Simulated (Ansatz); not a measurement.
SiC in the zincblende structure, relaxed with r2SCAN in Ansatz 0.2.0. The symmetry is F-43m (No. 216, cubic); a = 4.356 Å in the conventional setting, 10.33 Å³ an atom. Si is surrounded by 4 C at 1.89 Å; C is surrounded by 4 Si at 1.89 Å.

The axes x, y and z are those of this cell:
```
CELL_PARAMETERS angstrom
0.00000 2.17805 2.17805
2.17805 0.00000 2.17805
2.17805 2.17805 0.00000
ATOMIC_POSITIONS crystal
Si 0.00000 0.00000 0.00000
C 0.25000 0.25000 0.25000
```

Unstrained: With PBE the valence top lies at Γ and the conduction bottom at X, 1.358 eV higher; the smallest vertical gap, at X, is 4.547 eV. With r2SCAN the valence top lies at Γ and the conduction bottom at X, 1.713 eV higher; the smallest vertical gap, at X, is 5.048 eV. With HSE06 the valence top lies at Γ and the conduction bottom at X, 2.227 eV higher; the smallest vertical gap, at X, is 5.720 eV. Meshes: PBE 10×10×10, r2SCAN 10×10×10, HSE06 8×8×8. Strains are changes of length per length. After each strain the atoms were relaxed again with r2SCAN within the symmetry that the strain leaves, so tilts or polar shifts that break it weren't tested; points keep the names that they have in the unstrained zone. Spin-unpolarised throughout; all numbers are computed.

(1) Apply epitaxial +5.98 % in the plane normal to [111], free normal strain -0.96 %. How far does the gap move, against the unstrained cell?

(2) Estimate what uniaxial +4.11 % along z, other directions held does to the gap.

(3) One strain changed the r2SCAN stress by xx +16.05, yy +16.05, zz +16.05, xy +11.45, xz +11.45, yz +11.45 GPa (compression positive) and the gap by -0.603 eV (PBE), -0.609 eV (r2SCAN), -0.589 eV (HSE06). Which kind of strain was it, and roughly how large?

Results:

(1) PBE: the gap goes from 1.358 to 1.090 eV (-0.268 eV); with r2SCAN the top three valence levels at Γ, degenerate before, become 1+2 from the top over 403 meV. r2SCAN: the gap goes from 1.713 to 1.403 eV (-0.310 eV). HSE06: the gap goes from 2.227 to 1.941 eV (-0.286 eV). The r2SCAN energy rises by 123.4 meV an atom.

(2) PBE: the gap goes from 1.358 to 1.185 eV (-0.173 eV); with r2SCAN the top three valence levels at Γ, degenerate before, become 2+1 from the top over 301 meV. r2SCAN: the gap goes from 1.713 to 1.522 eV (-0.191 eV). HSE06: the gap goes from 2.227 to 2.033 eV (-0.194 eV). The r2SCAN energy rises by 22.1 meV an atom.

(3) Uniaxial -5.97 % along [111], other directions held. The pattern of the stress gives the kind; the size needs the stiffness, so it is an estimate.

The meshes of the hybrids are coarse, so their gaps aren't converged to the digits shown.

The splittings at Γ are without spin-orbit coupling, which regroups them where it is of like size or larger.
